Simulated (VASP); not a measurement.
**SnS: band structure with TB-mBJ**

**Experimental background.**

“Linear dichroism of the optical properties of SnS and SnSe van der Waals crystals”, 2024, arxiv:2409.17412 reports, for a bulk crystal of SnS at 20 K: band gap 1.16 eV (indirect).

SnS:

```
Sn S
1.0
    11.10224    0.00000    0.00000
     0.00000    3.98561    0.00000
     0.00000    0.00000    4.22986
Sn S
4 4
Direct
  0.11852 0.25000 0.10999
  0.38148 0.75000 0.60999
  0.61852 0.25000 0.39001
  0.88148 0.75000 0.89001
  0.85325 0.25000 0.47437
  0.64675 0.75000 0.97437
  0.35325 0.25000 0.02563
  0.14675 0.75000 0.52563
```

```
Program                : VASP 6.6.1
Task                   : band structure
Functional             : TB-mBJ
Potentials or basis    : VASP PAW PBE potentials, release 64 (Sn_d, S)
Cutoff                 : 520 eV
k mesh                 : 4 × 8 × 6
Occupations            : gaussian, width 0.03 eV
Spin                   : no spin polarisation
Further INCAR settings : ALGO = Normal; EDIFF = 1e-06; NBANDS = 50
```

```yaml
Band_gap_on_the_k_mesh: 1.06 eV, indirect (least direct gap 1.54 eV)
Band_gap_along_the_path: 0.93 eV, indirect (least direct gap 1.13 eV)
```

Levels at the corners of the path, in eV from the valence-band top:
```tsv
point	band 38	band 39	band 40	band 41	band 42	band 43
Γ	-1.50	-1.14	-0.96	0.97	3.32	3.34
X	-1.13	-1.00	-1.00	1.38	1.38	1.88
X	-1.13	-1.00	-1.00	1.38	1.38	1.88
S	-2.79	-1.87	-1.87	2.88	2.88	3.04
S	-2.79	-1.87	-1.87	2.88	2.88	3.04
Y	-1.10	-0.12	-0.12	1.66	1.66	1.99
Y	-1.10	-0.12	-0.12	1.66	1.66	1.99
Γ	-1.50	-1.14	-0.96	0.97	3.32	3.34
Γ	-1.50	-1.14	-0.96	0.97	3.32	3.34
Z	-2.71	-1.01	-1.01	2.79	2.79	3.09
Z	-2.71	-1.01	-1.01	2.79	2.79	3.09
U	-1.15	-1.15	-1.15	1.77	1.77	1.77
U	-1.15	-1.15	-1.15	1.77	1.77	1.77
R	-2.08	-2.08	-2.08	2.73	2.73	2.73
R	-2.08	-2.08	-2.08	2.73	2.73	2.73
T	-0.98	-0.10	-0.10	1.56	1.56	2.03
T	-0.98	-0.10	-0.10	1.56	1.56	2.03
Z	-2.71	-1.01	-1.01	2.79	2.79	3.09
Y	-1.10	-0.12	-0.12	1.66	1.66	1.99
T	-0.98	-0.10	-0.10	1.56	1.56	2.03
U	-1.15	-1.15	-1.15	1.77	1.77	1.77
X	-1.13	-1.00	-1.00	1.38	1.38	1.88
S	-2.79	-1.87	-1.87	2.88	2.88	3.04
R	-2.08	-2.08	-2.08	2.73	2.73	2.73
```

Run time: 16 min on 2 MPI ranks on Intel(R) Xeon(R) 6975P-C (Granite Rapids) (shared host), peak memory 0.81 GiB a rank.

A measured gap of SnS is 1.16 eV (indirect; 20 K; “Linear dichroism of the optical properties of SnS and SnSe van der Waals crystals”, 2024, arxiv:2409.17412); the calculated 0.93 eV misses it by -0.23 eV. 2 values of this kind are on record (1.09 to 1.16 eV); this one was drawn at random. Spin-orbit coupling on Sn is left out. The value is that of TB-mBJ, without temperature or zero-point motion.

Caveat: spin-orbit coupling is left out, which moves the levels of the heavy elements; the mesh misses the band edges, which the band path finds closer together.
